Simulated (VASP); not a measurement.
Te2Mo: relaxation of cell and atoms with LDA

Crystal: Te2Mo.

```
CELL_PARAMETERS angstrom
6.33000 0.00000 0.00000
0.00000 3.46900 0.00000
-0.94679 0.00000 13.82762
ATOMIC_POSITIONS crystal
Te 0.55680 0.75000 0.35160
Te 0.44320 0.25000 0.64840
Te 0.58880 0.25000 0.10450
Te 0.41120 0.75000 0.89550
Te 0.09700 0.75000 0.14860
Te 0.90300 0.25000 0.85140
Te 0.05630 0.25000 0.39550
Te 0.94370 0.75000 0.60450
Mo 0.31810 0.75000 0.50660
Mo 0.68190 0.25000 0.49340
Mo 0.18330 0.25000 0.00740
Mo 0.81670 0.75000 0.99260
```

```yaml
Program: VASP 6.6.1
Task: relaxation of cell and atoms
Functional: LDA
Potentials_or_basis: VASP PAW LDA potentials, release 64 (Te, Mo_sv)
Cutoff: 600 eV
k_mesh: 4 × 8 × 2
Occupations: gaussian, width 0.03 eV
Spin: no spin polarisation
Further_INCAR_settings: ALGO = Normal; EDIFF = 1e-06; IBRION = 2; EDIFFG = -0.01; NSW = 90; ISIF = 3
```

```
Relaxed volume                         : 24.00 Å³/atom
Relaxed cell                           : a = 6.306 Å, b = 3.444 Å, c = 13.291 Å, α = 90.00°, β = 93.89°, γ = 90.00°
Space group after relaxing (to 0.05 Å) : P2_1/m (No. 11)
Energy gained by relaxing              : 10.7 meV/atom
Ionic steps                            : 17
Pressure after relaxing                : 0.0 GPa
Largest force after relaxing           : 0.010 eV/Å
Band gap on the k mesh                 : none (metal or under the smearing width)
```

Forces in eV/Å, atoms in the order of the input:
```
Te   0.006  0.000 -0.007
Te  -0.006  0.000  0.007
Te  -0.006  0.000 -0.007
Te   0.006  0.000  0.007
Te  -0.008  0.000  0.005
Te   0.008  0.000 -0.005
Te   0.004  0.000  0.006
Te  -0.004  0.000 -0.006
Mo   0.002  0.000  0.003
Mo  -0.002  0.000 -0.003
Mo   0.002  0.000  0.004
Mo  -0.002  0.000 -0.004
```

Step by step:
| step | energy change (eV) | largest force (eV/Å) | pressure (GPa) | volume (Å³) |
| --- | --- | --- | --- | --- |
| 1 | 0.0000 | 0.3573 | -3.18 | 303.64 |
| 2 | 0.1962 | 1.2643 | 6.19 | 282.10 |
| 3 | -0.0901 | 0.1980 | -0.13 | 295.65 |
| 4 | -0.0901 | 0.2094 | -0.07 | 295.49 |
| 5 | -0.0980 | 0.1358 | -0.04 | 294.64 |
| 6 | -0.1026 | 0.1709 | 0.03 | 293.19 |
| 7 | -0.1075 | 0.1219 | -0.01 | 292.70 |
| 8 | -0.1116 | 0.0637 | -0.09 | 291.39 |
| 9 | -0.1165 | 0.0761 | 0.04 | 290.41 |
| 10 | -0.1191 | 0.1284 | 0.22 | 289.12 |
| 11 | -0.1230 | 0.1179 | -0.36 | 289.70 |
| 12 | -0.1233 | 0.1195 | -0.25 | 289.59 |
| 13 | -0.1260 | 0.0737 | 0.05 | 288.38 |
| 14 | -0.1260 | 0.0777 | 0.08 | 288.25 |
| 15 | -0.1277 | 0.0281 | -0.01 | 288.17 |
| 16 | -0.1277 | 0.0319 | -0.02 | 288.16 |
| 17 | -0.1278 | 0.0099 | 0.01 | 288.04 |

Final structure:
```
Te Mo
1.0
     6.30636    0.00000    0.00983
     0.00000    3.44436    0.00000
    -0.92192    0.00000   13.25942
Te Mo
8 4
Cartesian
  3.1974 2.5833 4.6044
  2.1871 0.8611 8.6648
  3.6071 0.8611 1.4023
  1.7774 2.5833 11.8670
  0.4606 2.5833 2.0369
  4.9239 0.8611 11.2323
  -0.0170 0.8611 5.2299
  5.4014 2.5833 8.0393
  1.5488 2.5833 6.7160
  3.8357 0.8611 6.5533
  1.1455 0.8611 0.1013
  4.2389 2.5833 13.1680
```

Levels at points of the mesh, in eV from the Fermi level:
```tsv
k point	band 48	band 49	band 50	band 51	band 52	band 53	band 54	band 55	band 56	band 57
(0.00, 0.00, 0.00)	-0.51	-0.41	-0.25	0.07	0.35	0.35	0.65	0.77	0.92	0.98
(0.50, 0.00, 0.00)	-1.04	-1.00	-0.96	-0.53	-0.46	-0.19	-0.15	0.81	0.83	1.43
(0.00, 0.50, 0.00)	-1.89	-1.68	-1.68	-1.44	-1.44	0.93	0.93	1.12	1.12	1.16
(0.50, 0.50, 0.00)	-1.97	-1.17	-1.17	-1.06	-1.06	0.93	0.93	1.02	1.02	1.70
(0.00, 0.00, 0.50)	-0.73	-0.13	-0.12	0.11	0.20	0.37	0.48	0.81	0.88	1.43
(0.50, 0.00, 0.50)	-1.03	-1.00	-0.96	-0.62	-0.31	-0.10	-0.07	0.75	0.87	1.32
(0.00, 0.50, 0.50)	-1.87	-1.66	-1.66	-1.56	-1.56	0.90	0.90	1.12	1.12	1.20
(0.50, 0.50, 0.50)	-1.96	-1.17	-1.17	-1.05	-1.05	0.96	0.96	0.98	0.98	1.61
```

Run time: 50 min on 4 MPI ranks on Intel(R) Xeon(R) Platinum 8488C (Sapphire Rapids), with other jobs on the host, peak memory 0.72 GiB a rank.

The run has no spin-orbit coupling, so splittings on Te are missing. LDA usually gives volumes a few per cent too small.
